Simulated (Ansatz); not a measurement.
In doubt: masses and optical values from hybrid runs of this build are listed as unsure (in some of the runs), which bears on the screening that GW takes from such a start.

Two G0W0 runs on GaP (F-43m).

Symmetry: F-43m, No. 216, cubic system. The conventional cell has a = 5.451 Å, b = 5.451 Å, c = 5.451 Å, α = 90.00°, β = 90.00°, γ = 90.00°. Nearest to Ga lie 4 P at 2.36 Å. Nearest to P lie 4 Ga at 2.36 Å. Farther neighbours are not listed.

```xyz
2
Lattice="0.0000 2.7252 2.7252 2.7252 0.0000 2.7252 2.7252 2.7252 0.0000" Properties=species:S:1:pos:R:3 pbc="T T T"
Ga    0.0000    0.0000    0.0000
P     1.3626    1.3626    1.3626
```

The cell and positions come from the Crystallography Open Database and are kept as given unless a step says otherwise.

The first (Ansatz 0.2.0; start PBE, 8×8×8 mesh, 363 empty bands, screening to 250 eV, hard PAW files; 1 × NVIDIA H100 80GB HBM3 (shared by 6 runs) with 3 threads of AMD EPYC 7R13 (Zen 3), shared host) gave, on its mesh: starting gap 1.64 eV, G0W0 gap 2.21 eV, RPA ε∞ (mean) 10.54, 2.2 min.

The second gave: starting gap 2.29 eV, G0W0 gap 2.51 eV, RPA ε∞ (mean) 7.77, 4.3 min.

Q: What was changed in the input? Choose among start, files, mesh, bands and cutoff, frequency model or another key.

Changed: start from PBE to HSE06. A jump of this size in the start, with ε∞ moving the other way, marks another functional. Other changes could give like numbers; this is the one that was made.

Limits: not at the basis limit; no spin-orbit coupling.

[Paths, hosts, dates, memory and timing lines, banners, echoed tables and standing remarks are left out of the program output.]

[Logs are printed without paths, hosts, clocks, repeated set-up lines and the standing remarks that a program may print on its own settings, such as how far it seeks lower states.]

[Runs of the session that timed out or met a known fault of the program may be left out.]

[Cells called generated may have been cut or substituted from an entry of the Crystallography Open Database or the Materials Project.]

[Hosts, paths, dates, database ids (printed as entryN), source tags and the programs' standing remarks are cut or masked in the printed files.]
